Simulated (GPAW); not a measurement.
The system is Sb.

```xyz
2
Lattice="2.1542 1.2437 3.7580 -2.1542 1.2437 3.7580 0.0000 -2.4875 3.7580" Properties=species:S:1:pos:R:3 pbc="T T T"
Sb    0.0000    0.0000    8.6416
Sb    0.0000    0.0000    2.6324
```

- Program: GPAW 26.7.0
- Task: relaxation of cell and atoms
- Functional: PBEsol
- Dispersion: D3(BJ)+ATM
- Potentials or basis: PAW data sets generated in the run's folder for this functional
- Cutoff: 600 eV
- Basis: pw
- k mesh: 6 × 6 × 6
- Occupations: fermi-dirac, width 0.05 eV
- Spin: no spin polarisation

At the start: pressure -2.4 GPa; volume 30.21 Å³/atom.

Question: How do energy, volume and symmetry change on relaxing?

Answer: Over 10 steps the energy falls by 14.2 meV/atom and the volume is 28.51 Å³/atom (-5.6 %); space group R-3m (No. 166, to 0.05 Å).

The path:
```csv
step,energy change (eV),largest force (eV/Å),pressure (GPa),volume (Å³)
1,0.0000,0.0049,-2.39,60.41
2,-0.0076,0.0469,-1.88,59.83
3,-0.0204,0.2171,0.10,57.73
4,-0.0217,0.1953,0.12,57.61
5,-0.0274,0.0079,0.12,56.92
6,-0.0276,0.0173,0.01,57.00
7,-0.0278,0.0273,-0.10,57.08
8,-0.0281,0.0293,-0.17,57.12
9,-0.0283,0.0168,-0.12,57.07
10,-0.0284,0.0036,-0.03,57.01
```

Final structure:
```
Sb
1.0
     2.13059    1.23010    3.62563
    -2.13059    1.23010    3.62563
     0.00000   -2.46019    3.62563
Sb
2
Direct
  0.76369 0.76369 0.76369
  0.23631 0.23631 0.23631
```

Caveat: later steps reuse the first step's grids; pairwise dispersion overbinds metals, which lowers pressure and volume.
